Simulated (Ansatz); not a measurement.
# NbAs films: biaxial stress and wafer bow

Plane-wave DFT in Ansatz, PBE, scalar-relativistic PAW potentials, cutoff 420 eV, no spin-orbit coupling; no spin polarisation. NbAs in space group I4_1md, strained equally along a and b of the conventional cell, with c and the atoms relaxed within the symmetry (a film with c along the normal). Stress is the in-plane mean, tension positive.

```tsv
strain (%)	stress (GPa)	E − E(0) (meV/atom)
-6.0	?	123.8
-4.0	-12.45	54.0
-2.0	-6.12	12.9
+0.0	0.00	0.0
+2.0	5.67	12.6
+4.0	10.87	49.6
```

Fit the stress, get the biaxial modulus and predict the missing row.

A parabola through the given rows is σ = -0.02 + 2.922 ε -0.0484 ε² GPa (ε in %), so M = dσ/dε = 292 GPa at zero. It predicts -19.29 GPa at -6.0 %; the run gave -18.89 GPa. The miss is 0.40 GPa, so the fit holds even one step beyond its range. The negative square term means that the film is stiffer in compression than in tension. The energies check it: E/V = Mε² at small strain, and a cubic fit with V = 17.72 Å³/atom gives M = 293 GPa, in agreement.

How much does a 50 nm film at -0.3 % strain bow a 300 mm Si(001) wafer 775 μm thick?

The fit, without its small constant, gives σ = -0.88 GPa. Stoney's formula, κ = 6σt_f/(M_s t_s²) with M_s = 180.5 GPa for Si(001) (literature), gives |κ| = 2.44×10⁻³ m⁻¹ and a bow κr²/2 = 27.4 μm at r = 150 mm, with the film side convex (compression pushes the centre up). This assumes a single-crystal or fully textured, unrelaxed film at 0 K.

The cell has no gap in any row, so the stresses hang on mesh and smearing.

Cost: about 14 core-minutes for the runs cited, on Intel Xeon 6975P-C (Granite Rapids) (shared hosts).

NbAs resists in-plane strain strongly, with a biaxial modulus of 292 GPa against 180.5 GPa for Si(001), as expected for a dense network of covalent Nb 4d-As 4p bonds. The asymmetry is ordinary bond anharmonicity: shortening the bonds meets steeply rising repulsion, while stretching them weakens the orbital overlap that supplies the restoring force. Free relaxation along c relieves part of the load in both directions.

The stress increment grows at every step from tension into compression, but by less and less on the compressive side. This is why the parabola overestimates the magnitude at -6.0 %, and it points to higher-order elasticity, probably with some of the strain taken up by bond-angle changes and internal displacements. At the -0.3 % used for the wafer, this curvature hardly matters, and the bow is essentially a linear-elastic result. The smooth stress curve does not establish that the strained films are dynamically stable, since distortions that lower the symmetry or enlarge the cell were not sampled.
